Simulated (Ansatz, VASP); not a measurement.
**One calculation of BN, two programs**

Contents of INCAR:

```
ALGO = Normal
EDIFF = 1E-6
ENCUT = 520
GGA = PE
ISIF = 2
ISMEAR = 0
LASPH = True
LCHARG = False
LREAL = False
LWAVE = False
NBANDS = 11
NELM = 100
PREC = Accurate
SIGMA = 0.05
```

File KPOINTS:

```
k-points
0
Gamma
  12 12 12
```

The input POSCAR:

```
BN
1.0
    0.0000000000      1.7404809600      1.6679609200
    1.7404809600      0.0000000000      1.6679609200
    1.7404809600      1.7404809600      0.0000000000
B N
1 1
Direct
    0.0000000000      0.0000000000      0.0000000000
    0.7500000000      0.7500000000      0.7500000000
```

Input for Ansatz:

```yaml
crystal:
  lattice:
    - [0.0, 1.74048096, 1.66796092]
    - [1.74048096, 0.0, 1.66796092]
    - [1.74048096, 1.74048096, 0.0]
  atoms:
    - { symbol: B, position: [0.0, 0.0, 0.0] }
    - { symbol: "N", position: [0.75, 0.75, 0.75] }
basis:
  ecutwfc: 420
kpoints:
  mp_grid: { grid: [12, 12, 12] }
hamiltonian:
  xc: pbe
scf:
  occupations: { method: gaussian, width: 0.05 }
output:
  forces: true
  stress: true
  eigenvalues: true
```

Change from the starting cell: strain -0.040 along x and y, -0.080 along z, atoms carried along.

Alike in both runs: task single point; functional PBE; k mesh 12 × 12 × 12; occupations gaussian, width 0.05 eV; no spin polarisation.

```csv
,VASP,Ansatz
version,VASP 6.6.1,Ansatz 0.2.0
potentials or method,"VASP PAW PBE potentials, release 64 (B, N)","scalar-relativistic, plane waves, PAW"
plane-wave cutoff (eV),520,420
valence electrons in the cell,8,8
```

```csv
,VASP,Ansatz,Ansatz less VASP
gap on the k mesh at the Fermi level (eV),3.76,3.78,+0.020
least direct gap on the mesh (eV),9.09,9.10,+0.017
pressure (GPa),82.8,82.0,-0.77
largest component of the traceless stress (GPa),18.66,18.67,+0.007
```

The functional is the same, so the differences come from potentials, cutoffs and numerics.

Caveats: the cell as given lies far from equilibrium; so large a pressure means that the cell lies far from this level's equilibrium, or that cutoff or potentials fall short (VASP). A k mesh can miss the band edges.
